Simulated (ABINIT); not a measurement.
The system is AlFe.

```
CELL_PARAMETERS angstrom
2.91000 0.00000 0.00000
0.00000 2.91000 0.00000
0.00000 0.00000 2.91000
ATOMIC_POSITIONS crystal
Fe 0.50000 0.50000 0.50000
Al 0.00000 0.00000 0.00000
```

Base run:

| Quantity | Value |
| --- | --- |
| Program | ABINIT 10.8.3 (patched build) |
| Functional | LDA |
| Potentials or basis | JTH PAW LDA v2.0 |
| Cutoff | 544 eV |
| k mesh | 12 × 12 × 12 |
| Occupations | fermi-dirac, width 0.05 eV |
| Spin | collinear spin, ferromagnetic start |
| Starting moments | [3.0, 0.0] μB |

Its results: band gap on the k mesh none (metal or under the smearing width); net moment 0.73 μB per cell; site moments Fe +0.75; Al -0.02 μB.

Problem. After a change of settings the same cell gave: band gap on the k mesh none (metal or under the smearing width); net moment 0.19 μB per cell; site moments Fe +0.18; Al -0.00 μB. Which change was it?
A. k mesh from 12 × 12 × 12 to 5 × 5 × 5
B. k mesh from 12 × 12 × 12 to 9 × 9 × 9
C. functional from LDA to LDA-PZ; k mesh from 12 × 12 × 12 to 9 × 9 × 9
D. k mesh from 12 × 12 × 12 to 4 × 4 × 4

Solution. D.

Caveats: some runs use coarse meshes.

Not every run made on this cell is shown here.
